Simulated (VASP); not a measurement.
Runs of VASP 6.6.1 on BaTiO3. The structure is cubic, space group Pm-3m (No. 221). The conventional cell has a = 3.966 Å, b = 3.966 Å, c = 3.966 Å, α = 90.00°, β = 90.00°, γ = 90.00°. Around Ba (site symmetry m-3m) lie 12 O at 2.80 Å. Ti (site symmetry m-3m) is surrounded by 6 O at 1.98 Å. Around O (site symmetry 4/mmm) lie 2 Ti at 1.98 Å. 

| task | cell | k mesh | cutoff (eV) | smearing | gap on the mesh (eV) | pressure (GPa) | relaxed volume (Å³/atom) |
| --- | --- | --- | --- | --- | --- | --- | --- |
| single point | Pm-3m, 12.48 Å³/atom | 6 × 6 × 6 | 520 | gaussian 0.1 eV | 1.75 | 2.5 | - |
| relaxation of cell and atoms | relaxed | 8 × 8 × 8 | 600 | gaussian 0.02 eV | (a) | 0.0 | 12.64 |
| single point | Pm-3m, 11.6 Å³/atom | 6 × 6 × 6 | 520 | gaussian 0.1 eV | 1.88 | 18.8 | - |
| relaxation of cell and atoms | relaxed | 6 × 6 × 6 | 600 | gaussian 0.1 eV | 1.72 | -0.3 | (b) |
| single point | Pm-3m, 12.51 Å³/atom | 8 × 8 × 8 | 520 | gaussian 0.02 eV | 1.74 | 2.0 | - |

Alike in all rows: level PBEsol; potentials or basis VASP PAW PBE potentials, release 64 (Ba_sv, Ti_sv, O); no spin polarisation.

Q: Estimate the missing entries.

A: (a) 1.73; (b) 12.67.

Caveats: spin-orbit coupling is left out, which moves the levels of the heavy elements; the PAW data sets were made with another functional, which shifts forces and pressure a little (some runs); so large a pressure means that the cell lies far from this level's equilibrium, or that cutoff or potentials fall short (some runs); the potentials were made for another functional, which shifts forces and pressure (some runs).

A k mesh can miss the band edges, and the runs leave out spin-orbit coupling on Ba.
